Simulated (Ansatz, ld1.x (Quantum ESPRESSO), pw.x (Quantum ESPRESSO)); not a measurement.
## pw.x on diamond Rb: one setting changed

Potential: norm-conserving Troullier–Martins (Kleinman–Bylander form), ld1.x (Quantum ESPRESSO) 7.5, PBE; core [Kr], reference 5s1 5p0; waves: 5p (bound, empty): rc 3.92 bohr; 4d channel at 0.25 Ry: rc 2.98 bohr; 5s (bound): rc 3.36 bohr; local part: the s channel; core correction: Bessel-smoothed model core inside 1.75 bohr.

The reference run (k-mesh 8³, cutoffs 50/200 Ry, Fermi–Dirac 0.01 Ry, mixing_beta 0.4, conv_thr 1e-9, no spin) gives -0.01 GPa at 141.711 Å³/atom, where all-electron LAPW gives -0.00 GPa. This run, with its own iteration cap, changes k-mesh shift to 1.

```
&control
  calculation='scf', prefix='x', pseudo_dir='./', outdir='./tmp', tstress=.true., disk_io='none'
/
&system
  ibrav=0, nat=2, ntyp=1, ecutwfc=50, ecutrho=200, nbnd=8,
  occupations='smearing', smearing='fd', degauss=0.01
/
&electrons
  conv_thr=1e-09, mixing_beta=0.4, electron_maxstep=50
/
ATOMIC_SPECIES
Rb 1.0 Rb.UPF
CELL_PARAMETERS angstrom
  0.00000000 5.21356174 5.21356174
  5.21356174 0.00000000 5.21356174
  5.21356174 5.21356174 0.00000000
ATOMIC_POSITIONS crystal
Rb 0.0000 0.0000 0.0000
Rb 0.2500 0.2500 0.2500
K_POINTS automatic
8 8 8 1 1 1
```

```bash
pw.x < Rb.scf.in > Rb.scf.out
```

How does the run end?

It converges in 7 iterations; the free energy moves by +0.0 meV/atom and the pressure by +0.00 GPa. The result is that of the reference run.

```
Message from routine setup:
     using ibrav=0 with symmetry is DISCOURAGED, use correct ibrav instead
     lattice parameter (alat)  =      13.9331  a.u.
     unit-cell volume          =    1912.6265 (a.u.)^3
     number of electrons       =         2.00
     number of Kohn-Sham states=            8
     kinetic-energy cutoff     =      50.0000  Ry
     charge density cutoff     =     200.0000  Ry
     scf convergence threshold =      1.0E-09
     Exchange-correlation= PBE
     number of k points=    60  Fermi-Dirac smearing, width (Ry)=  0.0100
     iteration #  1     ecut=    50.00 Ry     beta= 0.40
     c_bands:  4 eigenvalues not converged
     c_bands:  2 eigenvalues not converged
     c_bands:  1 eigenvalues not converged
     [... 10 repeated lines left out ...]
     total energy              =     -25.04108576 Ry
     estimated scf accuracy    <       0.00076234 Ry
     iteration #  2     ecut=    50.00 Ry     beta= 0.40
     [... 1 repeated lines left out ...]
     total energy              =     -25.04112942 Ry
     estimated scf accuracy    <       0.00025832 Ry
     iteration #  3     ecut=    50.00 Ry     beta= 0.40
     [... 1 repeated lines left out ...]
     total energy              =     -25.04115521 Ry
     estimated scf accuracy    <       0.00000115 Ry
     iteration #  4     ecut=    50.00 Ry     beta= 0.40
     [... 3 repeated lines left out ...]
     total energy              =     -25.04116537 Ry
     estimated scf accuracy    <       0.00000024 Ry
     iteration #  5     ecut=    50.00 Ry     beta= 0.40
     [... 2 repeated lines left out ...]
     total energy              =     -25.04116552 Ry
     estimated scf accuracy    <       0.00000018 Ry
     iteration #  6     ecut=    50.00 Ry     beta= 0.40
     total energy              =     -25.04116554 Ry
     estimated scf accuracy    <       0.00000002 Ry
     iteration #  7     ecut=    50.00 Ry     beta= 0.40
     the Fermi energy is    -1.0134 ev
!    total energy              =     -25.04116555 Ry
     estimated scf accuracy    <          7.1E-11 Ry
     smearing contrib. (-TS)   =      -0.00782392 Ry
     The total energy is F=E-TS. E is the sum of the following terms:
     one-electron contribution =       0.38882929 Ry
     hartree contribution      =       0.00889064 Ry
     xc contribution           =     -24.88430084 Ry
     ewald contribution        =      -0.54676073 Ry
     convergence has been achieved in   7 iterations
          total   stress  (Ry/bohr**3)                   (kbar)     P=       -0.08
     Message from routine punch:
     Nothing written, as per user request (disk_io='none')
```

The run took about 66 s on one core of a shared host (AMD EPYC 9R45 96-Core Processor, 96 threads, 376 GiB, load 52).
